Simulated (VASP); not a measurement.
# MnSi (P2_13) in VASP: single point with PBE

Aim: the single point of MnSi with PBE.

All numbers are computed with VASP 6.6.1; they aren't measurements. Logs are shortened: lines on timing, memory, paths and dates and some standing lists are left out, and cuts for length are marked.

## Step 1: Starting point

It takes space group P2_13 (No. 198, cubic). Conventional cell: a = 4.548 Å, b = 4.548 Å, c = 4.548 Å, α = 90.00°, β = 90.00°, γ = 90.00°. Mn (site symmetry 3) has 7 Si at 2.29 to 2.55 Å as nearest neighbours. Si (site symmetry 3) has 7 Mn at 2.29 to 2.55 Å as nearest neighbours.

## Step 2: Single point, PBE

INCAR

```
SYSTEM = MnSi
PREC = Accurate ; ENCUT = 520
EDIFF = 1E-6 ; ISMEAR = 0
SIGMA = 0.05 ; LREAL = .False.
LASPH = .True. ; NELM = 100
ALGO = Fast ; ISIF = 2
LWAVE = .False. ; LCHARG = .False.
GGA = PE ; NBANDS = 44
```

KPOINTS

```
regular mesh
0
Gamma
  8 8 8
  0 0 0
```

POSCAR

```
MnSi
1.0
    4.5480000000      0.0000000000      0.0000000000
    0.0000000000      4.5480000000      0.0000000000
    0.0000000000      0.0000000000      4.5480000000
Mn Si
4 4
Direct
    0.1360599032      0.1360599032      0.1360599032
    0.3639400968      0.8639400968      0.6360599032
    0.6360599032      0.3639400968      0.8639400968
    0.8639400968      0.6360599032      0.3639400968
    0.8452565944      0.8452565944      0.8452565944
    0.6547434056      0.1547434056      0.3452565944
    0.3452565944      0.6547434056      0.1547434056
    0.1547434056      0.3452565944      0.6547434056
```

Potentials or basis: VASP PAW PBE potentials, release 64 (Mn_pv, Si).

Run with:

```console
> cat potpaw_PBE.64/Mn_pv/POTCAR potpaw_PBE.64/Si/POTCAR > POTCAR
> mpirun -np 1 vasp_std > vasp.out
```

OUTCAR:

```text
SYSTEM = MnSi
   PREC = Accurate
   ENCUT = 520
   EDIFF = 1E-6
   ISMEAR = 0
   LREAL = .False.
   LASPH = .True.
   NELM = 100
   ISIF = 2
   GGA = PE

 ion  position               nearest neighbor table
   1  0.136  0.136  0.136-   5 2.29   6 2.39   7 2.39   8 2.39   7 2.55   8 2.55   6 2.55   3 2.79
                             4 2.79   2 2.79   2 2.79   4 2.79   3 2.79
   2  0.364  0.864  0.636-   6 2.29   5 2.39   7 2.39   8 2.39   7 2.55   8 2.55   5 2.55   1 2.79
                             1 2.79   3 2.79   3 2.79   4 2.79   4 2.79
   3  0.636  0.364  0.864-   7 2.29   6 2.39   5 2.39   8 2.39   8 2.55   6 2.55   5 2.55   1 2.79
                             4 2.79   2 2.79   2 2.79   4 2.79   1 2.79
   4  0.864  0.636  0.364-   8 2.29   6 2.39   7 2.39   5 2.39   6 2.55   5 2.55   7 2.55   1 2.79
                             3 2.79   2 2.79   1 2.79   2 2.79   3 2.79
   5  0.845  0.845  0.845-   1 2.29   2 2.39   3 2.39   4 2.39   3 2.55   4 2.55   2 2.55   6 2.81
                             7 2.81   8 2.81   6 2.81   8 2.81   7 2.81
   6  0.655  0.155  0.345-   2 2.29   1 2.39   3 2.39   4 2.39   3 2.55   4 2.55   1 2.55   8 2.81
                             5 2.81   5 2.81   7 2.81   7 2.81   8 2.81
   7  0.345  0.655  0.155-   3 2.29   2 2.39   1 2.39   4 2.39   4 2.55   2 2.55   1 2.55   8 2.81
                             5 2.81   8 2.81   6 2.81   6 2.81   5 2.81
   8  0.155  0.345  0.655-   4 2.29   2 2.39   3 2.39   1 2.39   2 2.55   1 2.55   3 2.55   7 2.81
                             5 2.81   7 2.81   5 2.81   6 2.81   6 2.81

  LATTYP: Found a simple cubic cell.
 ALAT       =     4.5480000000

  Lattice vectors:

 A1 = (   4.5480000000,   0.0000000000,   0.0000000000)
 A2 = (   0.0000000000,   4.5480000000,   0.0000000000)
 A3 = (   0.0000000000,   0.0000000000,   4.5480000000)

Analysis of symmetry for initial positions (statically):
=====================================================================
 Subroutine PRICEL returns:
 Original cell was already a primitive cell.

 Routine SETGRP: Setting up the symmetry group for a
 simple cubic supercell.

 Subroutine GETGRP returns: Found 12 space group operations
 (whereof  3 operations were pure point group operations)
 out of a pool of 48 trial point group operations.

The static configuration has the point symmetry C_3 .
 The point group associated with its full space group is T   .

Analysis of symmetry for dynamics (positions and initial velocities):
=====================================================================
 Subroutine PRICEL returns:
 Original cell was already a primitive cell.

 Routine SETGRP: Setting up the symmetry group for a
 simple cubic supercell.

 Subroutine GETGRP returns: Found 12 space group operations
 (whereof  3 operations were pure point group operations)
 out of a pool of 48 trial point group operations.

The dynamic configuration has the point symmetry C_3 .
 The point group associated with its full space group is T   .

 Subroutine INISYM returns: Found 12 space group operations
 (whereof  3 operations are pure point group operations),
 and found     1 'primitive' translations

----------------------------------------------------------------------------------------

                                     Primitive cell

  volume of cell :      94.0722

  direct lattice vectors                    reciprocal lattice vectors
     4.548000000  0.000000000  0.000000000     0.219876869  0.000000000  0.000000000
     0.000000000  4.548000000  0.000000000     0.000000000  0.219876869  0.000000000
     0.000000000  0.000000000  4.548000000     0.000000000  0.000000000  0.219876869

  length of vectors
     4.548000000  4.548000000  4.548000000     0.219876869  0.219876869  0.219876869

  position of ions in fractional coordinates (direct lattice)
     0.136059903  0.136059903  0.136059903
     0.363940097  0.863940097  0.636059903
     0.636059903  0.363940097  0.863940097
     0.863940097  0.636059903  0.363940097
     0.845256594  0.845256594  0.845256594
     0.654743406  0.154743406  0.345256594
     0.345256594  0.654743406  0.154743406
     0.154743406  0.345256594  0.654743406

  ion indices of the primitive-cell ions
   primitive index   ion index
                 1           1
                 2           2
                 3           3
                 4           4
                 5           5
                 6           6
                 7           7
                 8           8

----------------------------------------------------------------------------------------

 KPOINTS: regular mesh

Automatic generation of k-mesh.
 Grid dimensions read from file:
 generate k-points for:    8    8    8

 Generating k-lattice:

  Cartesian coordinates                     Fractional coordinates (reciprocal lattice)
     0.027484609  0.000000000  0.000000000     0.125000000  0.000000000  0.000000000
     0.000000000  0.027484609  0.000000000     0.000000000  0.125000000  0.000000000
     0.000000000  0.000000000  0.027484609     0.000000000  0.000000000  0.125000000

  Length of vectors
     0.027484609  0.027484609  0.027484609

  Shift w.r.t. Gamma in fractional coordinates (k-lattice)
     0.000000000  0.000000000  0.000000000

 Subroutine IBZKPT returns following result:
 ===========================================

 Found     45 irreducible k-points:

 Following reciprocal coordinates:
            Coordinates               Weight
  0.000000  0.000000  0.000000      1.000000
  0.125000  0.000000  0.000000      6.000000
  0.250000  0.000000  0.000000      6.000000
  0.375000  0.000000  0.000000      6.000000
  0.500000  0.000000  0.000000      3.000000
  0.125000  0.125000  0.000000     12.000000
[... 16 lines left out ...]
  0.250000  0.125000  0.125000     24.000000
  0.375000  0.125000  0.125000     24.000000
 [... further k-points ...]
   k-points           NKPTS =     45   k-points in BZ     NKDIM =     45   number of bands    NBANDS=     44
   number of dos      NEDOS =    301   number of ions     NIONS =      8
   total plane-waves  NPLWV =  46656
   dimension x,y,z NGX =    36 NGY =   36 NGZ =   36
   dimension x,y,z NGXF=    72 NGYF=   72 NGZF=   72
   ions per type =               4   4
   NGX,Y,Z   is equivalent  to a cutoff of  13.16, 13.16, 13.16 a.u.
   NGXF,Y,Z  is equivalent  to a cutoff of  26.32, 26.32, 26.32 a.u.
 SYSTEM =  MnSi
   PREC   = accura    normal or accurate (medium, high low for compatibility)
   ISTART =      0    job   : 0-new  1-cont  2-samecut
   ICHARG =      2    charge: 1-file 2-atom 10-const
   ISPIN  =      1    spin polarized calculation?
   LNONCOLLINEAR =      F non collinear calculations
   LSORBIT =      F    spin-orbit coupling
   LASPH  =      T    aspherical Exc in radial PAW
   ENCUT  =  520.0 eV  38.22 Ry    6.18 a.u.   8.46  8.46  8.46*2*pi/ulx,y,z
   NELM   =    100;   NELMIN=  2; NELMDL= -5     # of ELM steps
   EDIFF  = 0.1E-05   stopping-criterion for ELM
   LREAL  =      F    real-space projection
[... 7 lines left out ...]
   TEBEG  =    0.0;   TEEND  =   0.0 temperature during run
   PSTRESS=    0.0 pullay stress
   NELECT =      68.0000    total number of electrons
   NUPDOWN=      -1.0000    fix difference up-down
   EMIN   =  10.00;   EMAX   =-10.00  energy-range for DOS
   EFERMI =   0.00;   METHOD = LEGACY
   ISMEAR =     0;   SIGMA  =   0.05  broadening in eV -4-tet -1-fermi 0-gaus
   EFERMI_NEDOS =   21; number of points for ismear=-14 and -15
   IALGO  =     68    algorithm
   IMIX   =      4    mixing-type and parameters
     AMIX     =   0.40;   BMIX     =  1.00
     AMIX_MAG =   1.60;   BMIX_MAG =  1.00
  volume/ion in A,a.u.               =      11.76        79.35
  Fermi-wavevector in a.u.,A,eV,Ry     =   1.469233  2.776448 29.370157  2.158646
  Thomas-Fermi vector in A             =   2.584635
   LORBIT       =      0    0 simple, 1 ext, 2 COOP (PROOUT), +10 PAW based schemes
   GGA     = PE    functional components
   LHFCALC =     F    Hartree Fock is set to
   AEXX    =    0.0000 exact exchange contribution
   IVDW    =     0    specifies the selected vdW correction
   LEPSILON=     F    determine dielectric tensor
   LRPA    =     F    only Hartree local field effects (RPA)
 non-spin polarized calculation
 RMM-DIIS sequential band-by-band and
 Gauss-broadening in eV      SIGMA  =   0.05
  energy-cutoff  :      520.00
  volume of cell :       94.07
 maximum number of plane-waves:      2560
 NGX is ok and might be reduce to    36
   NGX = 17   NGY = 17   NGZ = 17

 number of electron      68.0000023 magnetization

 Free energy of the ion-electron system (eV)
  ---------------------------------------------------
  ext. energy  EPLUGINS =         0.00000000
  ---------------------------------------------------
  free energy    TOTEN  =       -61.13664570 eV

  energy without entropy =      -61.12385014  energy(sigma->0) =      -61.13024792

 E-fermi :  10.7657     XC(G=0): -12.7251

 val. band max:       10.7563968738   @ k =   0.1250   0.1250   0.1250
 cond. band min:      10.7658067606   @ k =   0.2500   0.0000   0.0000
 fundamental gap:      0.0094098868
 Fermi energy:        10.7657435715

 k-point     1 :       0.0000    0.0000    0.0000
  band No.  band energies     occupation
      1     -37.0003      2.00000
      2     -37.0003      2.00000
      3     -37.0003      2.00000
      4     -36.9576      2.00000
      5     -36.9576      2.00000
      6     -36.9576      2.00000
[... 36 lines left out ...]
     43      14.6592      0.00000
     44      14.6636      0.00000

 k-point     2 :       0.1250    0.0000    0.0000
  band No.  band energies     occupation
      1     -37.0112      2.00000
      2     -37.0030      2.00000
      3     -36.9873      2.00000
      4     -36.9669      2.00000
      5     -36.9603      2.00000
      6     -36.9446      2.00000
[... 36 lines left out ...]
     43      14.2515      0.00000
     44      14.8129      0.00000

 k-point     3 :       0.2500    0.0000    0.0000
  band No.  band energies     occupation
      1     -37.0186      2.00000
      2     -37.0094      2.00000
      3     -36.9792      2.00000
      4     -36.9664      2.00000
      5     -36.9661      2.00000
      6     -36.9303      2.00000
[... 36 lines left out ...]
     43      14.0701      0.00000
     44      15.0750      0.00000

 k-point     4 :       0.3750    0.0000    0.0000
  band No.  band energies     occupation
      1     -37.0218      2.00000
      2     -37.0161      2.00000
      3     -36.9793      2.00000
      4     -36.9727      2.00000
      5     -36.9530      2.00000
      6     -36.9304      2.00000
[... 882 lines left out ...]
     43      14.3358      0.00000
     44      14.7537      0.00000

 k-point    23 :       0.2500    0.1250    0.1250
  band No.  band energies     occupation
      1     -37.0213      2.00000
      2     -37.0074      2.00000
      3     -36.9785      2.00000
      4     -36.9719      2.00000
      5     -36.9599      2.00000
      6     -36.9398      2.00000
[... 36 lines left out ...]
     43      14.2011      0.00000
     44      14.6928      0.00000

 k-point    24 :       0.3750    0.1250    0.1250
  band No.  band energies     occupation
      1     -37.0221      2.00000
      2     -37.0140      2.00000
      3     -36.9775      2.00000
      4     -36.9676      2.00000
      5     -36.9608      2.00000
      6     -36.9389      2.00000
[... 36 lines left out ...]
     43      14.5239      0.00000
     44      14.8856      0.00000

 [... further k-points ...]
[... 5 lines left out ...]
  --------------------------------------------------------------------------------------
  -------------------------------------------------------------------------------------
  Total       -3.9991276     -3.9991276     -3.9991276     -0.0000000      0.0000000      0.0000000
  in kB      -68.1105638    -68.1105638    -68.1105638     -0.0000000      0.0000000      0.0000000
  external PRESSURE =     -68.1105638 kB  Pullay stress =       0.0000000 kB

 VOLUME and BASIS-vectors are now :
 -----------------------------------------------------------------------------
  energy-cutoff  :      520.00
  volume of cell :       94.07
      direct lattice vectors                 reciprocal lattice vectors
     4.548000000  0.000000000  0.000000000     0.219876869  0.000000000  0.000000000
     0.000000000  4.548000000  0.000000000     0.000000000  0.219876869  0.000000000
     0.000000000  0.000000000  4.548000000     0.000000000  0.000000000  0.219876869

 POSITION                                       TOTAL-FORCE (eV/Angst)
 -----------------------------------------------------------------------------------
      0.61880      0.61880      0.61880         0.007566      0.007566      0.007566
      1.65520      3.92920      2.89280        -0.007566     -0.007566      0.007566
      2.89280      1.65520      3.92920         0.007566     -0.007566     -0.007566
      3.92920      2.89280      1.65520        -0.007566      0.007566     -0.007566
      3.84423      3.84423      3.84423        -0.000295     -0.000295     -0.000295
      2.97777      0.70377      1.57023         0.000295      0.000295     -0.000295
      1.57023      2.97777      0.70377        -0.000295      0.000295      0.000295
      0.70377      1.57023      2.97777         0.000295     -0.000295      0.000295
 -----------------------------------------------------------------------------------
    total drift:                               -0.000001     -0.000001      0.000000

  FREE ENERGIE OF THE ION-ELECTRON SYSTEM (eV)
  ---------------------------------------------------
  free  energy   TOTEN  =       -61.1366456966 eV

  energy  without entropy=      -61.1238501372  energy(sigma->0) =      -61.13024792
```

Wall time 4.8 min (1 thread of Intel Xeon Platinum 8259CL at 2.50GHz (Skylake/Cascade Lake), shared host); peak memory 0.29 GiB.

Results:

- Free energy: -61.1366 eV
- Pressure: -6.8 GPa
- Largest force: 0.013 eV/Å
- Band gap on the k mesh: none (metal or under the smearing width)

Forces in eV/Å, atoms in the order of the input:
```
Mn   0.008  0.008  0.008
Mn  -0.008 -0.008  0.008
Mn   0.008 -0.008 -0.008
Mn  -0.008  0.008 -0.008
Si   0.000  0.000  0.000
Si   0.000  0.000  0.000
Si   0.000  0.000  0.000
Si   0.000  0.000  0.000
```

Levels at points of the mesh, in eV from the Fermi level:
```tsv
k point	band 31	band 32	band 33	band 34	band 35	band 36	band 37	band 38
(0.00, 0.00, 0.00)	-1.55	0.19	0.19	0.19	0.35	0.35	1.22	1.22
(0.50, 0.00, 0.00)	-0.74	-0.74	0.03	0.03	0.43	0.43	0.72	0.72
(0.50, 0.50, 0.00)	-0.79	-0.79	-0.56	-0.56	0.04	0.04	1.15	1.15
(0.50, 0.50, 0.50)	-0.38	-0.38	-0.14	-0.14	-0.14	-0.14	0.99	0.99
```

Spin polarisation is off, so any magnetic state and its effect on volume and gap are missing.
